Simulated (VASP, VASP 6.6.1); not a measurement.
# The interlayer axis of InBi: PBEsol with spin-orbit coupling, k mesh and dispersion

## The question

InBi is a nonmagnetic layered semimetal with a tetragonal cell of the PbO type, space group P4/nmm. The reference is its lattice constant $c$, the repeat distance along the stacking direction, at ambient pressure. Single-crystal X-ray diffraction on a crystal grown by a modified horizontal Bridgman technique gave $c = 4.776$ Å ("Extremely large magnetoresistance induced by hidden three-dimensional Dirac bands in nonmagnetic semimetal InBi", 2018, arXiv:1811.09383). The temperature is not given with the value. A separate published structure refinement, which supplies our starting cell, has $c = 4.771$ Å, only 0.005 Å shorter. Only $c$ is judged against the measurement; the in-plane constant $a$ of the refinement serves as a side check on the shape of the cell.

| compared with | measured | method |
| --- | --- | --- |
| lattice constant c of the conventional cell (Å) | 4.776 | single crystal X-ray diffraction |

Conditions are those given with the value in the passage it was taken from; "not stated" means there, and the paper may say more elsewhere. The values are a selection: others may have been left out beforehand as unlike or outlying.

## How to go about it

We want $c$ of the four-atom cell within 1 % of the measured value, or about 0.05 Å. That is a demanding but reasonable aim for an axis that runs across weakly bonded layers, where the choice of functional can easily matter more than it does within a layer.

The calculation relaxes cell and atoms with static nuclei at zero temperature. InBi is unusual in that $c$ shrinks on heating, so a static cell should be somewhat longer along $c$ than a crystal measured warm. Zero-point motion should count for little with atoms this heavy.

We start from PBEsol with spin-orbit coupling. PBEsol is made for the equilibrium geometry of dense solids, and the coupling acts directly on the Bi $6p$ states that take part in the bonding. We skip LDA, which usually overbinds and would be expected to pull the layers too close. A scalar-relativistic PBEsol series accompanies the main calculation, to show what the coupling does and to test mesh and cutoff at lower cost. A functional with explicit nonlocal correlation will then serve as the neighbouring level, since PBEsol has no long-range dispersion.

System: InBi; P4/nmm (No. 129), 4 atoms in the cell; conventional a = 5.005, c = 4.771 A, from a published structure refinement (COD).

On the selection of runs and values: 1 further cited values are not listed: repeats, values quoted from earlier work, more than five for one quantity or six quantities, or quantities that fewer than three runs give. Further runs on this system are not shown.

## 1. PBEsol with and without spin-orbit coupling

We relax the cell with spin-orbit coupling on a 6×6×6 mesh, and without it on 8×8×8 and 10×10×10 meshes. The scalar pair tests the sampling of this semimetal. The comparison across the coupling also involves a change of mesh, the aspherical gradient terms inside the PAW spheres and the GGA_COMPAT setting, so it will give the size of the combined change. We expect the coupling to weaken the bonding slightly and $c$ to come out within the target.

**Run 1.** VASP 6.6.1: PBEsol with spin-orbit coupling; 450 eV, 6x6x6 k mesh; cell and atoms relaxed, relaxed twice, LASPH on.

Key lines of the input:
```
ALGO = Normal
EDIFF = 1E-06
EDIFFG = -0.004
ENCUT = 450
GGA = PS
GGA_COMPAT = .FALSE.
IBRION = 2
ISIF = 3
ISMEAR = 1
LASPH = .TRUE.
LNONCOLLINEAR = .TRUE.
LSORBIT = .TRUE.
MAGMOM = 0 0 0 0 0 0 0 0 0 0 0 0
NBANDS = 68
NELM = 100
NSW = 50
PREC = Accurate
SIGMA = 0.15
KPOINTS: Gamma, 6 6 6
PAW data sets: Bi_d In_d (PBE 64)
```

Command:
```
mpirun -np 4 vasp_ncl
```

Selected lines of the output:
```
   8 F= -.16346910E+02 E0= -.16346843E+02  d E =-.398758E-02  mag=    -0.0000     0.0000     0.0000
   9 F= -.16346940E+02 E0= -.16346873E+02  d E =-.303382E-04  mag=     0.0000    -0.0000     0.0000
  10 F= -.16347005E+02 E0= -.16346937E+02  d E =-.956328E-04  mag=     0.0000     0.0000     0.0000
  11 F= -.16347020E+02 E0= -.16346944E+02  d E =-.110487E-03  mag=     0.0000    -0.0000    -0.0000
[second pass]
   6 F= -.16346524E+02 E0= -.16346447E+02  d E =-.870681E-06  mag=    -0.0000     0.0000     0.0000
 reached required accuracy - stopping structural energy minimisation
  external PRESSURE =       0.0379248 kB  Pullay stress =       0.0000000 kB
  volume of cell :      118.74
      direct lattice vectors                 reciprocal lattice vectors
     4.938674990  0.000000000  0.000000000     0.202483460  0.000000000  0.000000000
     0.000000000  4.938674990  0.000000000     0.000000000  0.202483460  0.000000000
     0.000000000 -0.000000000  4.868314939     0.000000000  0.000000000  0.205409883
```

Converged; 9.9 min on 4 cores of Intel Xeon 6975P-C (Granite Rapids), shared host.

**Run 2.** VASP 6.6.1: PBEsol; 450 eV, 8x8x8 k mesh; cell and atoms relaxed, relaxed twice.

Key lines of the input:
```
ALGO = Normal
EDIFF = 1E-06
EDIFFG = -0.004
ENCUT = 450
GGA = PS
IBRION = 2
ISIF = 3
ISMEAR = 1
NBANDS = 34
NELM = 100
NSW = 50
PREC = Accurate
SIGMA = 0.15
KPOINTS: Gamma, 8 8 8
PAW data sets: Bi_d In_d (PBE 64)
```

Command:
```
mpirun -np 4 vasp_std
```

Selected lines of the output:
```
  10 F= -.14630191E+02 E0= -.14630457E+02  d E =-.491744E-04
  11 F= -.14630251E+02 E0= -.14630518E+02  d E =-.599734E-04
  12 F= -.14630355E+02 E0= -.14630625E+02  d E =-.163698E-03
  13 F= -.14630364E+02 E0= -.14630634E+02  d E =-.172974E-03
[second pass]
   2 F= -.14629509E+02 E0= -.14629783E+02  d E =-.108523E-04
 reached required accuracy - stopping structural energy minimisation
  external PRESSURE =       0.0917296 kB  Pullay stress =       0.0000000 kB
  volume of cell :      116.80
      direct lattice vectors                 reciprocal lattice vectors
     4.894450977  0.000000000  0.000000000     0.204313008  0.000000000  0.000000000
     0.000000000  4.894450977 -0.000000000     0.000000000  0.204313008  0.000000000
     0.000000000 -0.000000000  4.875857081     0.000000000  0.000000000  0.205092148
```

Converged; 2.5 min on the same hardware.

**Run 3.** VASP 6.6.1: PBEsol; 450 eV, 10x10x10 k mesh; cell and atoms relaxed, relaxed twice.

Key lines of the input, as changed from run 2:
```diff
- KPOINTS: Gamma, 8 8 8
+ KPOINTS: Gamma, 10 10 10
```

Selected lines of the output:
```
   9 F= -.14626536E+02 E0= -.14626650E+02  d E =-.411901E-05
  10 F= -.14626536E+02 E0= -.14626650E+02  d E =-.330596E-05
  11 F= -.14626543E+02 E0= -.14626655E+02  d E =-.724242E-05
  12 F= -.14626549E+02 E0= -.14626660E+02  d E =-.132795E-04
[second pass]
   2 F= -.14625635E+02 E0= -.14625746E+02  d E =-.753387E-05
 reached required accuracy - stopping structural energy minimisation
  external PRESSURE =       0.1061360 kB  Pullay stress =       0.0000000 kB
  volume of cell :      116.90
      direct lattice vectors                 reciprocal lattice vectors
     4.883965716  0.000000000  0.000000000     0.204751642  0.000000000  0.000000000
     0.000000000  4.883965716  0.000000000     0.000000000  0.204751642  0.000000000
     0.000000000 -0.000000000  4.900703009     0.000000000 -0.000000000  0.204052357
```

Converged; 3.8 min on the same hardware.

| quantity | run 1 | run 2 | run 3 | measured |
| --- | --- | --- | --- | --- |
| lattice constant c of the conventional cell (Å) | 4.868 | 4.876 | 4.901 | 4.776 |
| lattice constant a of the conventional cell (Å) | 4.939 | 4.894 | 4.884 |  |
| volume of the conventional cell (Å³) | 118.74 | 116.80 | 116.90 |  |
| space group at the end | P4/nmm | P4/nmm | P4/nmm |  |
| pressure left at the end (GPa) | 0.00379 | 0.00917 | 0.01061 |  |

All three relaxations miss the target with $c$ too long. With spin-orbit coupling the axis is 4.868 Å, 0.092 Å or 1.9 % above the measured value. The scalar-relativistic runs give 4.876 Å on the 8×8×8 mesh and 4.901 Å on the denser one.

The volume hardly responds to this change of mesh, but the shape does: $c$ grows by 0.025 Å while $a$ shrinks by 0.010 Å. The cell is evidently soft against exchanging one length for the other, and $c$ is not settled to a hundredth of an ångström. That also limits what we can say about the coupling. The run that includes it has an $a$ longer by 0.044 Å than the scalar 8×8×8 run, whereas its $c$ is shorter by only 0.008 Å, less than the mesh effect just seen. We had expected slightly weaker bonding and a $c$ within the target. The longer $a$ and larger volume fit the first, with the change of mesh mixed in; the second did not hold.

The starting refinement has $a = 5.005$ Å, so PBEsol makes the cell too narrow as well as too tall. If the crystals were measured warm, a $c$ that contracts on heating while the layers widen would make a static cell look both taller and narrower, but we have no size for it here.

## 2. Adding dispersion and raising the cutoff

The missing long-range attraction between layers is the first suspect for an overlong $c$. We add D3(BJ) to scalar PBEsol on the 8×8×8 mesh, which isolates the dispersion term, and run optB86b-vdW on the same mesh as a functional with nonlocal correlation built in. Both should shorten $c$; whether they also widen the layers is the more telling question. A PBEsol relaxation at 600 eV tests whether the basis contributes to the miss.

**Run 4.** VASP 6.6.1: PBEsol + D3(BJ); 450 eV, 8x8x8 k mesh; cell and atoms relaxed, relaxed twice.

Key lines of the input, as changed from run 2:
```diff
+ IVDW = 12
```

Selected lines of the output:
```
     4.834332350  0.000000000  0.000000000     0.206853796  0.000000000  0.000000000
     0.000000000  0.000000000  4.724522795     0.000000000 -0.000000000  0.211661589
```

Converged; 5 min on the same hardware.

**Run 5.** VASP 6.6.1: optB86b-vdW; 450 eV, 8x8x8 k mesh; cell and atoms relaxed, LASPH on.

Key lines of the input, as changed from run 2:
```diff
+ AGGAC = 0
- GGA = PS
+ GGA = MK
+ LASPH = .TRUE.
+ LUSE_VDW = .TRUE.
+ PARAM1 = 0.1234
+ PARAM2 = 1
```

Selected lines of the output:
```
     4.942896192  0.000000000 -0.000000000     0.202310540  0.000000000  0.000000000
     0.000000000  0.000000000  4.919954105     0.000000000  0.000000000  0.203253929
```

Converged; 8.8 min on the same hardware.

**Run 6.** VASP 6.6.1: PBEsol; 600 eV, 8x8x8 k mesh; cell and atoms relaxed, relaxed twice.

Key lines of the input, as changed from run 2:
```diff
- ENCUT = 450
+ ENCUT = 600
```

Selected lines of the output:
```
     0.000000000 -0.000000000  4.870491067     0.000000000  0.000000000  0.205318106
```

Converged; 5.1 min on the same hardware.

| quantity | run 4 | run 5 | run 6 | measured |
| --- | --- | --- | --- | --- |
| lattice constant c of the conventional cell (Å) | 4.725 | 4.920 | 4.870 | 4.776 |
| lattice constant a of the conventional cell (Å) | 4.834 | 4.943 | 4.897 |  |
| volume of the conventional cell (Å³) | 110.42 | 120.21 | 116.79 |  |
| space group at the end | P4/nmm | P4/nmm | P4/nmm |  |
| pressure left at the end (GPa) | −0.00378 | −0.00131 | −0.00917 |  |

D3(BJ) shortens $c$ by 0.151 Å to 4.725 Å, which is 1.1 % below the reference. This is a narrow miss, by a margin smaller than the mesh effect seen above; against the slightly smaller $c$ of the starting refinement it would be a narrow pass. It also lies on the wrong side, since a static cell should be longer along $c$ than a warm crystal. The rest of the cell argues against this level: $a$ falls to 4.834 Å, 3.4 % below the refinement. The correction compresses the whole crystal instead of drawing the layers together and letting them widen.

optB86b-vdW contradicts our expectation of a shorter axis. Its $c$ of 4.920 Å is 3.0 % too long, a clear miss and 0.044 Å above scalar PBEsol on the same mesh. Its $a$ is 1.2 % below the refinement, so the volume benefits from errors of opposite sign. A functional with dispersion therefore need not shorten the axis. This run also changes the exchange and adds the aspherical terms, so it does not isolate the dispersion term as run 4 does.

Raising the PBEsol cutoff to 600 eV changes $c$ by only 0.005 Å and leaves the volume practically unchanged. A shift that small in so soft a cell may come from the stopping thresholds, and it is far too small to explain the scalar PBEsol miss.

The difference common to all these levels is in the shape, which is also where anisotropic thermal expansion acts. The refinement has $c/a$ of about 0.95, against 0.977 with D3(BJ) and 0.995 with optB86b-vdW.

## The runs side by side

| run | settings | lattice constant c of the conventional cell (Å) | deviation | cost |
| --- | --- | --- | --- | --- |
| 1 | PBEsol with spin-orbit coupling, 450 eV, 6x6x6 k mesh, relaxed twice, LASPH on | 4.868 | +0.092 (+1.9 %) | 39 core-min |
| 2 | PBEsol, 450 eV, 8x8x8 k mesh, relaxed twice | 4.876 | +0.100 (+2.1 %) | 10 core-min |
| 3 | PBEsol, 450 eV, 10x10x10 k mesh, relaxed twice | 4.901 | +0.125 (+2.6 %) | 15 core-min |
| 4 | PBEsol + D3(BJ), 450 eV, 8x8x8 k mesh, relaxed twice | 4.725 | −0.051 (−1.1 %) | 20 core-min |
| 5 | optB86b-vdW, 450 eV, 8x8x8 k mesh, LASPH on | 4.920 | +0.144 (+3.0 %) | 35 core-min |
| 6 | PBEsol, 600 eV, 8x8x8 k mesh, relaxed twice | 4.870 | +0.094 (+2.0 %) | 20 core-min |
|  | measured | 4.776 |  |  |

Further runs on the same system, made beside this series (convergence steps with loose settings among them):

| further | settings | lattice constant c of the conventional cell (Å) | deviation | cost |
| --- | --- | --- | --- | --- |
| F1 | r2SCAN, 450 eV, 8x8x8 k mesh, LASPH on | 5.338 | +0.562 (+11.8 %) | 60 core-min |
| F2 | AM05, 450 eV, 8x8x8 k mesh, relaxed twice | 4.871 | +0.095 (+2.0 %) | 11 core-min |
| F3 | LDA, 450 eV, 8x8x8 k mesh, relaxed twice | 4.841 | +0.065 (+1.4 %) | 6.9 core-min |
| F4 | PBEsol, 240 eV, 8x8x8 k mesh, relaxed twice | 4.807 | +0.031 (+0.6 %) | 6.5 core-min |
| F5 | PBEsol, 450 eV, 4x4x4 k mesh, relaxed twice | 4.680 | −0.096 (−2.0 %) | 3.8 core-min |
|  | measured | 4.776 |  |  |

## What the runs support

PBEsol with spin-orbit coupling, the level we committed to, misses the 1 % target: $c$ is 4.868 Å, 1.9 % too long, at 39 core-minutes. This holds for the 6×6×6 mesh used. Without the coupling, $c$ rises from 4.680 Å on a 4×4×4 mesh to 4.901 Å on 10×10×10, a span larger than the target; a denser mesh with the coupling is not shown in this report and is the check that matters most.

The mesh series mattered most, because it showed how easily this cell trades $c$ against $a$. The scalar PBEsol run at 240 eV lands within 1 %, but by chance: at 450 and 600 eV the same functional is about 2 % too long.

PBEsol with D3(BJ) misses narrowly at −1.1 %, on the side that the thermal shift would worsen, and its $c$ comes with an $a$ 3.4 % below the starting refinement, so we would not adopt it even if it passed. optB86b-vdW, which also includes dispersion, is 3.0 % too long. We skipped LDA expecting layers too close together, yet its $c$ is 1.4 % too long. AM05 agrees with scalar PBEsol, while r2SCAN overshoots by 11.8 %, which we cannot explain.

Since $c$ shrinks on heating, a static cell should exceed one measured warm. That works in the direction of the excess and could be a small or a large share of it; its size is unknown here and the temperature is not given with the value. The two diffraction values of $c$ differ by only 0.005 Å, which gives no reason to blame the reference. These runs do not separate how much of the miss belongs to the functional, how much to sampling with the coupling on, and how much to comparing a static cell with a crystal at finite temperature.

[Logs are printed without paths, hosts, clocks, repeated set-up lines and the standing remarks that a program may print on its own settings, such as how far it seeks lower states.]

[The runs shown are a pick from a larger set of finished runs; failed, doubtful and other runs were left out of it ahead of writing. So were measured values far from every level or from commonly accepted values, and agreement can look better than it is. Lines of input and output are excerpts and may be shortened.]
